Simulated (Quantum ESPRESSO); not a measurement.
The system is HfN.

```xyz
2
Lattice="0.0000 2.2560 2.2560 2.2560 0.0000 2.2560 2.2560 2.2560 0.0000" Properties=species:S:1:pos:R:3 pbc="T T T"
Hf    0.0000    0.0000    0.0000
N     2.2560    2.2560    2.2560
```

Base run:

| Quantity | Value |
| --- | --- |
| Program | Quantum ESPRESSO 7.5 |
| Functional | PBE |
| Potentials or basis | SSSP 1.3 efficiency PBE |
| Cutoff | 816 eV |
| Density cutoff | 6531 eV |
| k mesh | 10 × 10 × 10 |
| Occupations | fermi-dirac, width 0.05 eV |
| Spin | no spin polarisation |

Its results: band gap on the k mesh none (metal or under the smearing width); pressure 5.8 GPa.

**Question.** The run is repeated on the same cell with these changes: functional from PBE to PBEsol; potentials or basis from SSSP 1.3 efficiency PBE to GBRV 1.5 PBEsol; cutoff from 816 eV to 612 eV; density cutoff from 6531 eV to 4898 eV. What comes out?

**Answer.** Band gap on the k mesh none (metal or under the smearing width); pressure -2.8 GPa.

Caveats: spin-orbit coupling is left out, which moves the levels of the heavy elements.
